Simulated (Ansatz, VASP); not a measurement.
CdF2 in VASP and in Ansatz

```
Cd F
1.0
     2.69212    2.69212    0.00000
    -2.69212    2.69212    0.00000
     0.00000    2.69212    2.69212
Cd F
1 2
Direct
  0.00000 0.00000 0.00000
  0.25000 0.75000 0.50000
  0.75000 0.25000 0.50000
```

Alike in both runs: functional PBEsol; k mesh 12 × 12 × 12; occupations fermi-dirac, width 0.1 eV; no spin polarisation.

Ansatz relaxed the structure, and its values are those at the end. VASP's run is a single point on that final structure, the one shown.

|  | VASP | Ansatz |
| --- | --- | --- |
| version | VASP 6.6.1 | Ansatz 0.2.0 |
| potentials or method | VASP PAW PBE potentials, release 64 (Cd, F) | PAW with Ansatz's default frozen-core files, scalar-relativistic |
| plane-wave cutoff (eV) | 520 | 420 |
| valence electrons in the cell | 26 | 34 |

```tsv
	VASP	Ansatz	Ansatz less VASP
pressure (GPa)	0.8	0.0	-0.79
```

With one functional, cell and mesh, what is left measures potentials, basis and numerics. The two sets of potentials don't hold the same shells in valence.

Caveats: the PAW data sets were made with another functional, which shifts forces and pressure a little (VASP). A k mesh can miss the band edges.
